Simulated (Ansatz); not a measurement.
## fcc against bcc along the 4d metals

All numbers below come from DFT, RPBE, plane waves (420 eV) with PAW, scalar-relativistic (Ansatz). (PAW data from PBE, frozen cores regenerated.)

Each structure is relaxed within its symmetry, in the lowest magnetic state of the tried starts. Differences under about 8 meV lie within the error of the k-point mesh.

```json
{"element": "Y", "E(fcc) − E(bcc) (meV/atom)": "-83", "V(fcc) (Å³/atom)": "33.94", "V(bcc) (Å³/atom)": "34.45", "state of fcc": "spin not included", "state of bcc": "spin not included"}
{"element": "Zr", "E(fcc) − E(bcc) (meV/atom)": "-52", "V(fcc) (Å³/atom)": "23.82", "V(bcc) (Å³/atom)": "23.53", "state of fcc": "spin not included", "state of bcc": "spin not included"}
{"element": "Nb", "E(fcc) − E(bcc) (meV/atom)": "313", "V(fcc) (Å³/atom)": "19.12", "V(bcc) (Å³/atom)": "18.44", "state of fcc": "spin not included", "state of bcc": "spin not included"}
{"element": "Mo", "E(fcc) − E(bcc) (meV/atom)": "423", "V(fcc) (Å³/atom)": "16.27", "V(bcc) (Å³/atom)": "16.03", "state of fcc": "spin not included", "state of bcc": "spin not included"}
{"element": "Ru", "E(fcc) − E(bcc) (meV/atom)": "-499", "V(fcc) (Å³/atom)": "14.05", "V(bcc) (Å³/atom)": "14.48", "state of fcc": "spin not included", "state of bcc": "spin not included"}
{"element": "Rh", "E(fcc) − E(bcc) (meV/atom)": "-336", "V(fcc) (Å³/atom)": "14.31", "V(bcc) (Å³/atom)": "14.79", "state of fcc": "non-magnetic", "state of bcc": "spin not included"}
{"element": "Pd", "E(fcc) − E(bcc) (meV/atom)": "-42", "V(fcc) (Å³/atom)": "15.82", "V(bcc) (Å³/atom)": "15.90", "state of fcc": "spin not included", "state of bcc": "non-magnetic"}
{"element": "Ag", "E(fcc) − E(bcc) (meV/atom)": "-27", "V(fcc) (Å³/atom)": "18.69", "V(bcc) (Å³/atom)": "18.90", "state of fcc": "spin not included", "state of bcc": "spin not included"}
{"element": "Cd", "E(fcc) − E(bcc) (meV/atom)": "-41", "V(fcc) (Å³/atom)": "24.43", "V(bcc) (Å³/atom)": "24.97", "state of fcc": "spin not included", "state of bcc": "spin not included"}
```
